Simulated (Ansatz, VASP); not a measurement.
## One calculation of TiPt5, two programs

```xyz
6
Lattice="3.9121 0.0000 0.0000 0.0000 3.9121 0.0000 0.0000 0.0000 6.4511" Properties=species:S:1:pos:R:3 pbc="T T T"
Ti    1.9560    1.9560    3.2256
Pt    0.0000    1.9560    1.3043
Pt    1.9560    0.0000    1.3043
Pt    0.0000    1.9560    5.1469
Pt    1.9560    0.0000    5.1469
Pt    0.0000    0.0000    3.2256
```

Alike in both runs: functional PBE; k mesh 10 × 10 × 6; occupations gaussian, width 0.1 eV; no spin polarisation.

Ansatz relaxed the structure, and its values are those at the end. VASP's run is a single point on that final structure, the one shown.

```csv
,VASP,Ansatz
version,VASP 6.6.1,Ansatz 0.2.0
potentials or method,"VASP PAW PBE potentials, release 64 (Ti_sv, Pt)","scalar-relativistic, plane waves, PAW"
plane-wave cutoff (eV),520,420
valence electrons in the cell,62,102
```

|  | VASP | Ansatz | Ansatz less VASP |
| --- | --- | --- | --- |
| gap on the k mesh at the Fermi level (eV) | none | none | - |
| pressure (GPa) | -0.3 | 0.0 | +0.32 |

A gap of «none» marks a metal or a gap that the smearing closes. With one functional, cell and mesh, what is left measures potentials, basis and numerics. The two sets of potentials don't hold the same shells in valence.

The runs have no spin-orbit coupling, so splittings on Pt are missing.
